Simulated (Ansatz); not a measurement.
## Response of BaS to small distortions

```
Ba S
1.0
     0.00000    3.19375    3.19375
     3.19375    0.00000    3.19375
     3.19375    3.19375    0.00000
Ba S
1 1
Direct
  0.00000 0.00000 0.00000
  0.50000 0.50000 0.50000
```

Atom numbers follow the list: Ba1, S2.

The conventional cell has a = 6.388 Å, b = 6.388 Å, c = 6.388 Å, α = 90.00°, β = 90.00°, γ = 90.00°. Ba (atom 1) has 6 S at 3.19 Å as nearest neighbours. Around S (atom 2) lie 6 Ba at 3.19 Å.

The cell is COD entry 9008600, as deposited and not checked against the literature; nothing was relaxed.

No spin–orbit coupling, which matters for the heavy atoms here.

Level of theory: Ansatz 0.2.0, DFT, PBEsol, all-electron LAPW, scalar-relativistic.

Numerical set-up: a Γ-centred 8×8×8 k mesh, Fermi–Dirac smearing of 0.02 eV, basis error target 0.25 meV/atom, no spin polarisation.

The unchanged cell is at -1.15 GPa.

x, y and z are the Cartesian axes of the cell as listed; fractional coordinates follow a strain, and an engineering shear is twice the off-diagonal strain component.

(1) With this change (equal xy, yz and zx engineering shear strains of -2 %), what becomes of the energy and stress and gap?

(2) With this change (equal xy, yz and zx engineering shear strains of +1 %), what becomes of the energy and stress and gap?

(3) With this change (equal xy, yz and zx engineering shear strains of +3 %), what becomes of the energy and stress and gap?

With equal xy, yz and zx engineering shear strains of -3 %: energy change +5 meV/atom; stress change (xx, yy, zz, yz, xz, xy) -0.02, -0.02, -0.02, 0.52, 0.52, 0.52 GPa, compression positive; gap on the k mesh 2.08 → 2.00 eV.

(4) With this change (equal xy, yz and zx engineering shear strains of -1 %), what becomes of the energy and stress and gap?

(5) With this change (equal xy, yz and zx engineering shear strains of +2 %), what becomes of the energy and stress and gap?

## Answers

(1) Energy change +2 meV/atom; stress change (xx, yy, zz, yz, xz, xy) -0.01, -0.01, -0.01, 0.36, 0.36, 0.36 GPa, compression positive; gap on the k mesh 2.08 → 2.03 eV.

(2) Energy change under 1 meV/atom; stress change (xx, yy, zz, yz, xz, xy) 0.00, 0.00, 0.00, -0.19, -0.19, -0.19 GPa, compression positive; gap on the k mesh 2.08 → 2.07 eV.

(3) Energy change +5 meV/atom; stress change (xx, yy, zz, yz, xz, xy) -0.02, -0.02, -0.02, -0.61, -0.61, -0.61 GPa, compression positive; gap on the k mesh 2.08 → 2.03 eV.

(4) Energy change under 1 meV/atom; stress change (xx, yy, zz, yz, xz, xy) 0.00, 0.00, 0.00, 0.18, 0.18, 0.18 GPa, compression positive; gap on the k mesh 2.08 → 2.06 eV.

(5) Energy change +2 meV/atom; stress change (xx, yy, zz, yz, xz, xy) -0.01, -0.01, -0.01, -0.40, -0.40, -0.40 GPa, compression positive; gap on the k mesh 2.08 → 2.05 eV.
